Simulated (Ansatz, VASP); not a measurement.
## Two plane-wave programs on GaAs

The input INCAR:

```
  ALGO = Normal
  EDIFF = 1E-6
  ENCUT = 520
  GGA = RE
  ISIF = 2
  ISMEAR = 0
  IVDW = 13
  LASPH = True
  LCHARG = False
  LREAL = False
  LWAVE = False
  NBANDS = 16
  NELM = 80
  PREC = Accurate
  SIGMA = 0.05
```

File KPOINTS:

```
k-points
0
Gamma
  8 8 8
```

The input POSCAR:

```
GaAs
1.0
    0.0000000000      2.8268505379      2.8268505379
    2.8268505379      0.0000000000      2.8268505379
    2.8268505379      2.8268505379      0.0000000000
Ga As
1 1
Direct
    0.0000000000      0.0000000000      0.0000000000
    0.7500000000      0.7500000000      0.7500000000
```

Input for Ansatz:

```yaml
crystal:
  lattice:
    - [0.0, 2.8268505379, 2.8268505379]
    - [2.8268505379, 0.0, 2.8268505379]
    - [2.8268505379, 2.8268505379, 0.0]
  atoms:
    - { symbol: Ga, position: [0.0, 0.0, 0.0] }
    - { symbol: As, position: [0.75, 0.75, 0.75] }
basis:
  ecutwfc: 420
  ecutrho_ratio: 4
kpoints:
  mp_grid: { grid: [8, 8, 8] }
hamiltonian:
  xc: revpbe
  dispersion: d4
scf:
  occupations: { method: gaussian, width: 0.05 }
output:
  forces: true
  stress: true
  eigenvalues: true
```

Alike in both runs: task single point; functional revPBE; dispersion D4; k mesh 8 × 8 × 8; occupations gaussian, width 0.05 eV; no spin polarisation.

|  | VASP | Ansatz |
| --- | --- | --- |
| version | VASP 6.6.1 | Ansatz 0.2.0 |
| potentials or method | VASP PAW PBE potentials, release 64 (Ga_d, As) | scalar-relativistic, plane waves, PAW |
| plane-wave cutoff (eV) | 520 | 420 |
| valence electrons in the cell | 18 | 28 |

|  | VASP | Ansatz | Ansatz less VASP |
| --- | --- | --- | --- |
| gap on the k mesh at the Fermi level (eV) | 0.61 | 0.61 | -0.006 |
| least direct gap on the mesh (eV) | 0.61 | 0.61 | -0.006 |
| pressure (GPa) | -0.5 | -0.6 | -0.14 |
| dispersion energy (meV/atom) | -690.9 | -691.0 | -0.16 |

The two sets of potentials don't hold the same shells in valence.

Caveats: the PAW data sets were made with another functional, which shifts forces and pressure a little (VASP). A k mesh can miss the band edges. revPBE gaps usually lie below the measured ones, often by a third to a half.
